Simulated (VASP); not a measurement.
# AlNi (Pm-3m) in VASP: settings compared

Aim: see how the results for AlNi move with the level of theory and the settings. Levels: rev-vdW-DF2, PBE+D3(BJ), PBE. Tasks: relaxation of cell and atoms.

Everything below comes from runs of VASP 6.6.1. Logs are shortened: lines on timing, memory, paths and dates and some standing lists are left out, and cuts for length are marked.

## (1) The crystal as given

The structure is cubic, space group Pm-3m (No. 221). The conventional cell has a = 2.878 Å, b = 2.878 Å, c = 2.878 Å, α = 90.00°, β = 90.00°, γ = 90.00°. Al (site symmetry m-3m) has 8 Ni at 2.49 Å as nearest neighbours. Ni (site symmetry m-3m) is surrounded by 8 Al at 2.49 Å.

## (2) Relaxation of cell and atoms, rev-vdW-DF2

Contents of INCAR:

```
PREC     = Accurate       # precision mode
ENCUT    = 600            # plane-wave cutoff, eV
EDIFF    = 1E-7           # SCF threshold, eV
ISMEAR   = 1              # smearing method
SIGMA    = 0.1            # smearing width, eV
LREAL    = F              # projectors in reciprocal space
LASPH    = T              # aspherical terms in the spheres
NELM     = 80             # most SCF steps
ALGO     = Normal         # electronic algorithm
ISIF     = 3              # what is computed and relaxed
LWAVE    = F              # write WAVECAR
LCHARG   = F              # write CHGCAR
GGA      = MK             # functional
LUSE_VDW = T            
AGGAC    = 0.0          
PARAM1   = 0.1234       
PARAM2   = 0.711357     
ZAB_VDW  = -1.8867      
IBRION   = 2              # ionic algorithm
NSW      = 90             # ionic steps
EDIFFG   = -0.005         # ionic threshold
```

Contents of KPOINTS:

```
regular mesh
0
Gamma
  14 14 14
```

Contents of POSCAR:

```
AlNi                                    
1.0
    2.8780995257     -0.0000000000      0.0000000000
    0.0000000000      2.8780995257      0.0000000000
    0.0000000000     -0.0000000000      2.8780995257
  Al              Ni            
     1     1
Direct
     0.0000000000000000    0.0000000000000000    0.0000000000000000
     0.5000000000000000    0.5000000000000000    0.5000000000000000
```

Potentials or basis: VASP PAW PBE potentials, release 64 (Al, Ni).

Started as:

```sh
cat potpaw_PBE.64/Al/POTCAR potpaw_PBE.64/Ni/POTCAR > POTCAR
mpirun -np 1 vasp_std > vasp.out
```

OUTCAR:

```text
PREC = Accurate
   ENCUT = 600
   EDIFF = 1E-7
   ISMEAR = 1
   LREAL = F
   LASPH = T
   NELM = 80
   ISIF = 3
   GGA = MK
   IBRION = 2
   NSW = 90
   EDIFFG = -0.005

 ion  position               nearest neighbor table
   1  0.000  0.000  0.000-   2 2.49   2 2.49   2 2.49   2 2.49   2 2.49   2 2.49   2 2.49   2 2.49

   2  0.500  0.500  0.500-   1 2.49   1 2.49   1 2.49   1 2.49   1 2.49   1 2.49   1 2.49   1 2.49

  LATTYP: Found a simple cubic cell.
 ALAT       =     2.8780995257

  Lattice vectors:

 A1 = (   2.8780995257,   0.0000000000,   0.0000000000)
 A2 = (   0.0000000000,   2.8780995257,   0.0000000000)
 A3 = (   0.0000000000,   0.0000000000,   2.8780995257)

Analysis of symmetry for initial positions (statically):
=====================================================================
 Subroutine PRICEL returns:
 Original cell was already a primitive cell.

 Routine SETGRP: Setting up the symmetry group for a
 simple cubic supercell.

 Subroutine GETGRP returns: Found 48 space group operations
 (whereof 48 operations were pure point group operations)
 out of a pool of 48 trial point group operations.

The static configuration has the point symmetry O_h .

Analysis of symmetry for dynamics (positions and initial velocities):
=====================================================================
 Subroutine PRICEL returns:
 Original cell was already a primitive cell.

 Routine SETGRP: Setting up the symmetry group for a
 simple cubic supercell.

 Subroutine GETGRP returns: Found 48 space group operations
 (whereof 48 operations were pure point group operations)
 out of a pool of 48 trial point group operations.

The dynamic configuration has the point symmetry O_h .

 Subroutine INISYM returns: Found 48 space group operations
 (whereof 48 operations are pure point group operations),
 and found     1 'primitive' translations

----------------------------------------------------------------------------------------

                                     Primitive cell

  volume of cell :      23.8406

  direct lattice vectors                    reciprocal lattice vectors
     2.878099526  0.000000000  0.000000000     0.347451501  0.000000000  0.000000000
     0.000000000  2.878099526  0.000000000     0.000000000  0.347451501  0.000000000
     0.000000000  0.000000000  2.878099526     0.000000000  0.000000000  0.347451501

  length of vectors
     2.878099526  2.878099526  2.878099526     0.347451501  0.347451501  0.347451501

  position of ions in fractional coordinates (direct lattice)
     0.000000000  0.000000000  0.000000000
     0.500000000  0.500000000  0.500000000

  ion indices of the primitive-cell ions
   primitive index   ion index
                 1           1
                 2           2

----------------------------------------------------------------------------------------

 KPOINTS: regular mesh

Automatic generation of k-mesh.
 Grid dimensions read from file:
 generate k-points for:   14   14   14

 Generating k-lattice:

  Cartesian coordinates                     Fractional coordinates (reciprocal lattice)
     0.024817964  0.000000000  0.000000000     0.071428571  0.000000000  0.000000000
     0.000000000  0.024817964  0.000000000     0.000000000  0.071428571  0.000000000
     0.000000000  0.000000000  0.024817964     0.000000000  0.000000000  0.071428571

  Length of vectors
     0.024817964  0.024817964  0.024817964

  Shift w.r.t. Gamma in fractional coordinates (k-lattice)
     0.000000000  0.000000000  0.000000000

 Subroutine IBZKPT returns following result:
 ===========================================

 Found    120 irreducible k-points:

 Following reciprocal coordinates:
            Coordinates               Weight
  0.000000  0.000000  0.000000      1.000000
  0.071429  0.000000  0.000000      6.000000
  0.142857  0.000000  0.000000      6.000000
  0.214286  0.000000  0.000000      6.000000
  0.285714  0.000000  0.000000      6.000000
  0.357143  0.000000  0.000000      6.000000
[... 16 lines left out ...]
  0.285714  0.214286  0.000000     24.000000
  0.357143  0.214286  0.000000     24.000000
 [... further k-points ...]
   k-points           NKPTS =    120   k-points in BZ     NKDIM =    120   number of bands    NBANDS=     10
   number of dos      NEDOS =    301   number of ions     NIONS =      2
   total plane-waves  NPLWV =  13824
   dimension x,y,z NGX =    24 NGY =   24 NGZ =   24
   dimension x,y,z NGXF=    48 NGYF=   48 NGZF=   48
   ions per type =               1   1
   NGX,Y,Z   is equivalent  to a cutoff of  13.86, 13.86, 13.86 a.u.
   NGXF,Y,Z  is equivalent  to a cutoff of  27.73, 27.73, 27.73 a.u.
 SYSTEM =  unknown system
   PREC   = accura    normal or accurate (medium, high low for compatibility)
   ISTART =      0    job   : 0-new  1-cont  2-samecut
   ICHARG =      2    charge: 1-file 2-atom 10-const
   ISPIN  =      1    spin polarized calculation?
   LNONCOLLINEAR =      F non collinear calculations
   LSORBIT =      F    spin-orbit coupling
   LASPH  =      T    aspherical Exc in radial PAW
   ENCUT  =  600.0 eV  44.10 Ry    6.64 a.u.   5.75  5.75  5.75*2*pi/ulx,y,z
   NELM   =     80;   NELMIN=  2; NELMDL= -5     # of ELM steps
   EDIFF  = 0.1E-06   stopping-criterion for ELM
   LREAL  =      F    real-space projection
   EDIFFG = -.5E-02   stopping-criterion for IOM
   NSW    =     90    number of steps for IOM
   IBRION =      2    ionic relax: 0-MD 1-quasi-New 2-CG
   NFREE  =      1    steps in history (QN), initial steepest desc. (CG)
   ISIF   =      3    stress and relaxation
   ISYM   =      2    0-nonsym 1-usesym 2-fastsym
   POTIM  = 0.5000    time-step for ionic-motion
   TEBEG  =    0.0;   TEEND  =   0.0 temperature during run
   PSTRESS=    0.0 pullay stress
   NELECT =      13.0000    total number of electrons
   NUPDOWN=      -1.0000    fix difference up-down
   EMIN   =  10.00;   EMAX   =-10.00  energy-range for DOS
   EFERMI =   0.00;   METHOD = LEGACY
   ISMEAR =     1;   SIGMA  =   0.10  broadening in eV -4-tet -1-fermi 0-gaus
   EFERMI_NEDOS =   21; number of points for ismear=-14 and -15
   IALGO  =     38    algorithm
   IMIX   =      4    mixing-type and parameters
     AMIX     =   0.40;   BMIX     =  1.00
     AMIX_MAG =   1.60;   BMIX_MAG =  1.00
  volume/ion in A,a.u.               =      11.92        80.44
  Fermi-wavevector in a.u.,A,eV,Ry     =   1.337468  2.527448 24.338391  1.788821
  Thomas-Fermi vector in A             =   2.466015
   LORBIT       =      0    0 simple, 1 ext, 2 COOP (PROOUT), +10 PAW based schemes
   GGA     = MK    functional components
   LHFCALC =     F    Hartree Fock is set to
   AEXX    =    0.0000 exact exchange contribution
   IVDW_NL    =     1    kernel type
   BPARAM     = 6.3000
   IVDW    =     0    specifies the selected vdW correction
   LEPSILON=     F    determine dielectric tensor
   LRPA    =     F    only Hartree local field effects (RPA)
 conjugate gradient relaxation of ions
 non-spin polarized calculation
 Methfessel and Paxton  Order N= 1 SIGMA  =   0.10
  energy-cutoff  :      600.00
  volume of cell :       23.84
 maximum number of plane-waves:       840
 NGX is ok and might be reduce to    24
   NGX = 11   NGY = 11   NGZ = 11

 number of electron      13.0000015 magnetization

 Free energy of the ion-electron system (eV)
  ---------------------------------------------------
  ext. energy  EPLUGINS =         0.00000000
  ---------------------------------------------------
  free energy    TOTEN  =        -7.12201576 eV

  energy without entropy =       -7.12175709  energy(sigma->0) =       -7.12192954

 E-fermi :   9.9386     XC(G=0): -12.1169

 val. band max:        9.9345510259   @ k =   0.3571   0.1429   0.1429
 cond. band min:       9.9830563749   @ k =   0.3571   0.2857   0.0714
 fundamental gap:      0.0485053490
 Fermi energy:         9.9385758755

 k-point     1 :       0.0000    0.0000    0.0000
  band No.  band energies     occupation
      1      -1.1547      2.00000
      2       6.7355      2.00000
      3       6.7355      2.00000
      4       8.4121      2.00000
      5       8.4121      2.00000
      6       8.4121      2.00000
      7      15.4807      0.00000
      8      15.4807      0.00000
      9      15.4807      0.00000
     10      18.1808      0.00000

 k-point     2 :       0.0714    0.0000    0.0000
  band No.  band energies     occupation
      1      -1.0605      2.00000
      2       6.7292      2.00000
      3       6.7575      2.00000
      4       8.3711      2.00000
      5       8.3711      2.00000
      6       8.4165      2.00000
      7      14.5117      0.00000
      8      15.6052      0.00000
      9      15.6052      0.00000
     10      18.1863      0.00000

 k-point     3 :       0.1429    0.0000    0.0000
  band No.  band energies     occupation
      1      -0.7793      2.00000
      2       6.6860      2.00000
      3       6.8197      2.00000
      4       8.2606      2.00000
      5       8.2606      2.00000
      6       8.4287      2.00000
      7      12.9135      0.00000
      8      15.9671      0.00000
      9      15.9671      0.00000
     10      18.2025      0.00000

 k-point     4 :       0.2143    0.0000    0.0000
  band No.  band energies     occupation
      1      -0.3152      2.00000
      2       6.5240      2.00000
      3       6.9116      2.00000
      4       8.1105      2.00000
      5       8.1105      2.00000
      6       8.4464      2.00000
      7      11.4249     -0.00000
      8      16.5382      0.00000
      9      16.5382      0.00000
     10      18.2282      0.00000

 k-point     5 :       0.2857    0.0000    0.0000
  band No.  band energies     occupation
      1       0.3242      2.00000
      2       6.0965      2.00000
      3       7.0163      2.00000
      4       7.9552      2.00000
      5       7.9552      2.00000
      6       8.4662      2.00000
      7      10.2980     -0.00000
      8      17.2864      0.00000
      9      17.2864      0.00000
     10      18.2606      0.00000

 k-point     6 :       0.3571    0.0000    0.0000
  band No.  band energies     occupation
      1       1.1272      2.00000
      2       5.3033      2.00000
      3       7.1134      2.00000
      4       7.8238      2.00000
      5       7.8238      2.00000
      6       8.4840      2.00000
      7       9.6530      2.00041
      8      18.1826      0.00000
      9      18.1826      0.00000
     10      18.2939      0.00000
[... 183 lines left out ...]
 k-point    21 :       0.5000    0.1429    0.0000
  band No.  band energies     occupation
      1       3.3075      2.00000
      2       3.5684      2.00000
      3       7.2820      2.00000
      4       7.6222      2.00000
      5       7.7386      2.00000
      6       8.3731      2.00000
      7       9.3072      2.00000
      8      16.6542      0.00000
      9      17.4541      0.00000
     10      20.5708      0.00000

 k-point    22 :       0.2143    0.2143    0.0000
  band No.  band energies     occupation
      1       0.4997      2.00000
      2       6.7586      2.00000
      3       6.7966      2.00000
      4       7.7706      2.00000
      5       8.1179      2.00000
      6       8.2066      2.00000
      7      11.5952     -0.00000
      8      12.8873      0.00000
      9      17.5468      0.00000
     10      19.4629      0.00000

 k-point    23 :       0.2857    0.2143    0.0000
  band No.  band energies     occupation
      1       1.1171      2.00000
      2       6.4072      2.00000
      3       6.9466      2.00000
      4       7.6833      2.00000
      5       8.0039      2.00000
      6       8.2014      2.00000
      7      10.6791     -0.00000
      8      13.0928      0.00000
      9      18.2648      0.00000
     10      18.9142      0.00000

 k-point    24 :       0.3571    0.2143    0.0000
  band No.  band energies     occupation
      1       1.8863      2.00000
      2       5.7384      2.00000
      3       7.1147      2.00000
      4       7.6405      2.00000
      5       7.8833      2.00000
      6       8.2215      2.00000
      7       9.8654      1.94125
      8      13.7306      0.00000
      9      17.8356      0.00000
     10      19.1305      0.00000

 [... further k-points ...]
[... 5 lines left out ...]
  --------------------------------------------------------------------------------------
  -------------------------------------------------------------------------------------
  Total        0.0015438      0.0015438      0.0015438      0.0000000     -0.0000000      0.0000000
  in kB        0.1037472      0.1037472      0.1037472      0.0000000     -0.0000000      0.0000000
  external PRESSURE =       0.1037472 kB  Pullay stress =       0.0000000 kB

 VOLUME and BASIS-vectors are now :
 -----------------------------------------------------------------------------
  energy-cutoff  :      600.00
  volume of cell :       23.84
      direct lattice vectors                 reciprocal lattice vectors
     2.878099526  0.000000000  0.000000000     0.347451501  0.000000000  0.000000000
     0.000000000  2.878099526  0.000000000     0.000000000  0.347451501  0.000000000
     0.000000000  0.000000000  2.878099526     0.000000000  0.000000000  0.347451501

 POSITION                                       TOTAL-FORCE (eV/Angst)
 -----------------------------------------------------------------------------------
      0.00000      0.00000      0.00000         0.000000      0.000000      0.000000
      1.43905      1.43905      1.43905         0.000000      0.000000      0.000000
 -----------------------------------------------------------------------------------
    total drift:                                0.000000      0.000000     -0.000000

  FREE ENERGIE OF THE ION-ELECTRON SYSTEM (eV)
  ---------------------------------------------------
  free  energy   TOTEN  =        -7.1220157579 eV

  energy  without entropy=       -7.1217570923  energy(sigma->0) =       -7.12192954

Total vdW correction in eV:      2.1213580

 reached required accuracy - stopping structural energy minimisation
```

It took 28 s on 1 thread of AMD EPYC 9R45 (Zen 5), shared host; peak memory 0.27 GiB.

What came out:

```yaml
Free_energy: -7.1220 eV
Pressure_after_relaxing: 0.0 GPa
Band_gap_on_the_k_mesh: none (metal or under the smearing width)
```

Final structure:
```xyz
2
Lattice="2.8781 0.0000 0.0000 0.0000 2.8781 0.0000 0.0000 0.0000 2.8781" Properties=species:S:1:pos:R:3 pbc="T T T"
Al    0.0000    0.0000    0.0000
Ni    1.4391    1.4391    1.4391
```

Caveat: the relaxation stopped at its first step, so nothing moved; the PAW data sets were made with another functional, which shifts forces and pressure a little. Spin polarisation is off, so any magnetic state and its effect on volume and gap are missing.

[end of part 1 of 2]
